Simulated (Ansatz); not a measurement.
The cell is COD entry 9008562, as deposited and not checked against the literature; nothing was relaxed. The listed cell was then made from it by scaling, straining or moving an atom.

An input for Ga: DFT, PBE, all-electron LAPW, scalar-relativistic (Ansatz 0.2.0).

Command: `ansatz run input.yaml --threads 1 --pin off --max-ram 6144MiB --backend cpu --events-out ev --progress --plain --runs-dir out` The run took 52 s on 1 thread of AMD EPYC 9R45 96-Core Processor (Zen 5), with other jobs on the host, peak memory 0.97 GiB.

```yaml
crystal:
  lattice:
    - [2.25535, -3.8224, 0.0]
    - [2.25535, 3.8224, 0.0]
    - [0.0, 0.0, 4.381199]
  atoms:
    - { symbol: Ga, position: [0.1525, 0.8475, 0.0785] }
    - { symbol: Ga, position: [0.6525, 0.3475, 0.4215] }
    - { symbol: Ga, position: [0.8475, 0.1525, 0.9215] }
    - { symbol: Ga, position: [0.3475, 0.6525, 0.5785] }
kpoints:
  mp_grid: { grid: [9, 9, 8] }
  band_path:
    path:
      - [0.0, 0.0, 0.0]
      - [-0.5, 0.5, 0.0]
      - [-0.337035342, 0.662964658, 0.0]
      - [0.337035342, 0.337035342, 0.0]
      - [0.0, 0.0, 0.0]
      - [0.0, 0.0, 0.5]
      - [0.337035342, 0.337035342, 0.5]
      - [-0.337035342, 0.662964658, 0.5]
      - [-0.5, 0.5, 0.5]
    npoints: 5
scf:
  occupations: { method: fermi_dirac, width: 0.05 }
hamiltonian:
  xc: pbe
  pseudopotentials: { kind: all_electron, lapw: { basis_error: 0.001 } }
output:
  forces: true
  stress: true
  eigenvalues: true
```

The results part of the log:

```
SCF 1 converged in 7 iterations: F = -211599.292742 eV  dr2 = 1.39e-8
NSCF: frozen V_eff on 41 k-points
SCF converged after 7 iterations
Free energy (F): -211599.292742 eV
Harris-Foulkes:  -211599.292742 eV  (|F-HF|=6.00e-9)
Internal energy: -211599.285054 eV  (E = F + TS)
E sigma→0 (E₀):  -211599.288898 eV
Entropy (-TS):   -0.007688 eV (-1.922 meV/atom)
Fermi energy:    11.538912 eV
--- Per-component energies (eV) ---
  E_band       = -3097.807958
  E_kinetic    = 215765.842775
  E_xc         = -8239.194203
  E_electrostatic = -419125.933627  (all electrons and nuclei)
  E_smearing   = -0.007688  (= −TS)
  E_closure    = 0.000000  (closes the sum)
  E_atoms      = -211587.778236  (free atoms, spherical and without spin; not in F)
  Σ components = -211599.292742   (vs F -211599.292742, Δ=0.00e0)
  Basis errors (estimates in eV, not in F): energy 4.0e-4 per atom: plane waves 3.7e-4 (2.1e-4 summed), levels above the bands 1.4e-72, relativity 1.1e-8, radial functions 2.5e-5, core shells 2.1e-10; eigenvalues (radial functions only) 5.2e-7; not estimated: angular momenta, meshes, grids; target (lapw.basis_error) 1.0e-3; muffin-tin radii Ga 1.216 Å
--- Forces (eV/Å), atoms counted from 1 ---
  atom   1  Ga     0.00000000    -0.33375241     0.08939574
  atom   2  Ga     0.00000000    -0.33375241    -0.08939574
  atom   3  Ga    -0.00000000     0.33375241    -0.08939574
  atom   4  Ga    -0.00000000     0.33375241     0.08939574
  max |Σ_I F_I| component: 2.17e-19 eV/Å
--- Stress (GPa, compression-positive) ---
        3.650315       0.000000      -0.000000
        0.000000       4.645829       0.000000
       -0.000000       0.000000       4.608694
  P = ⅓ Tr σ = 4.3016 GPa (43.016 kbar)
--- Band table (eV; the first three rows and the last of 125) ---
  k-point 0: bands = ["-132.2123", "-132.2112", "-132.2102", "-132.2100", "-82.9617", "-82.9590", "-82.9558", "-82.9546", "-82.9516", "-82.9492", "-82.9459", "-82.9441", "-82.9242", "-82.9225", "-82.9071", "-82.9063", "-3.5985", "-3.5797", "-3.5769", "-3.5424", "-3.4857", "-3.4633", "-3.4182", "-3.3445", "-3.3392", "-3.3100", "-3.3087", "-3.3006", "-3.2980", "-3.2426", "-3.2349", "-3.1721", "-3.1140", "-3.0846", "-3.0720", "-2.9662", "0.3054", "7.5009", "8.0532", "9.7019", "9.7963", "10.5262", "12.3868", "12.4147", "12.4519", "16.9178", "17.3488", "18.5130", "18.6257", "19.0637", "19.7452"]
  k-point 1: bands = ["-132.2123", "-132.2112", "-132.2102", "-132.2100", "-82.9616", "-82.9592", "-82.9557", "-82.9547", "-82.9514", "-82.9491", "-82.9461", "-82.9444", "-82.9241", "-82.9226", "-82.9071", "-82.9063", "-3.6081", "-3.5690", "-3.5638", "-3.5454", "-3.4866", "-3.4606", "-3.4215", "-3.3807", "-3.3320", "-3.3240", "-3.3044", "-3.2849", "-3.2816", "-3.2470", "-3.2377", "-3.1581", "-3.1140", "-3.0858", "-3.0732", "-2.9726", "0.4295", "6.1618", "9.3309", "9.8137", "9.9227", "10.6159", "12.2092", "12.4425", "12.9845", "15.9880", "16.5136", "17.4904", "18.3267", "18.4448", "18.7616"]
  k-point 2: bands = ["-132.2122", "-132.2114", "-132.2102", "-132.2100", "-82.9614", "-82.9595", "-82.9555", "-82.9548", "-82.9508", "-82.9486", "-82.9465", "-82.9452", "-82.9238", "-82.9227", "-82.9070", "-82.9064", "-3.6074", "-3.5524", "-3.5523", "-3.5463", "-3.4878", "-3.4629", "-3.4153", "-3.4056", "-3.3663", "-3.3589", "-3.2878", "-3.2742", "-3.2673", "-3.2425", "-3.2156", "-3.1330", "-3.1130", "-3.0894", "-3.0781", "-2.9924", "0.8018", "4.6845", "10.1485", "10.2942", "10.5342", "10.8626", "12.2262", "12.5216", "13.4611", "15.3463", "15.3851", "16.0472", "17.1800", "17.3790", "17.3801"]
  k-point 124: bands = ["-132.2115", "-132.2115", "-132.2103", "-132.2103", "-82.9612", "-82.9612", "-82.9544", "-82.9544", "-82.9490", "-82.9490", "-82.9465", "-82.9465", "-82.9229", "-82.9229", "-82.9071", "-82.9071", "-3.6094", "-3.6094", "-3.5470", "-3.5470", "-3.5150", "-3.5150", "-3.4389", "-3.4389", "-3.3354", "-3.3354", "-3.2497", "-3.2497", "-3.2120", "-3.2120", "-3.1751", "-3.1751", "-3.0916", "-3.0916", "-3.0434", "-3.0434", "3.8986", "3.8986", "6.1613", "6.1613", "10.3037", "10.3037", "10.5988", "10.5988", "18.3201", "18.3201", "19.8804", "19.8804", "20.0406", "20.0406", "22.5479"]
```
